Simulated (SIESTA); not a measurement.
Runs of SIESTA 5.4.2 on Se. The structure is trigonal, space group P3_121 (No. 152). Conventional cell: a = 4.366 Å, b = 4.366 Å, c = 4.954 Å, α = 90.00°, β = 90.00°, γ = 120.00°. Around Se (site symmetry 2) lie 2 Se at 2.37 Å. 

```csv
task,level,potentials or basis,cell,gap on the mesh (eV),pressure (GPa),largest force (eV/Å)
single point,PBE,"PseudoDojo 0.4 standard (PBE files), DZP (energy shift 0.003 Ry; two zetas on semicore shells)","atoms moved at random, drawn with an rms of 0.05 Å",0.91,6.7,1.80
single point,PBE,"PseudoDojo 0.4 standard (PBE files), DZP (energy shift 0.003 Ry; two zetas on semicore shells)",as given,1.06,6.9,1.62
single point,PBEsol,"PseudoDojo 0.4 standard (PBEsol files), DZP (energy shift 0.003 Ry; two zetas on semicore shells)",as given,1.02,(a),(b)
single point,PBEsol,"PseudoDojo 0.4 standard (PBEsol files), DZP (energy shift 0.003 Ry; two zetas on semicore shells)","atoms moved at random, drawn with an rms of 0.05 Å",0.86,4.1,1.69
```

Alike in all rows: no spin polarisation; k mesh 7 × 7 × 6; smearing fermi-dirac 0.05 eV; grid cutoff 500 Ry; energy shift 0.003 Ry.

Problem. Estimate the missing entries.

Solution. (a) 4.4; (b) 1.51.

Caveats: an odd mesh through Γ misses points on the zone boundary, where band edges often lie; the basis of atomic orbitals isn't converged, which shifts pressures, moduli and gaps; forces of over 1 eV/Å show positions far from the minimum, so gaps and moduli don't describe the material at rest (some runs).

A k mesh can miss the band edges, and the runs leave out spin-orbit coupling on Se.
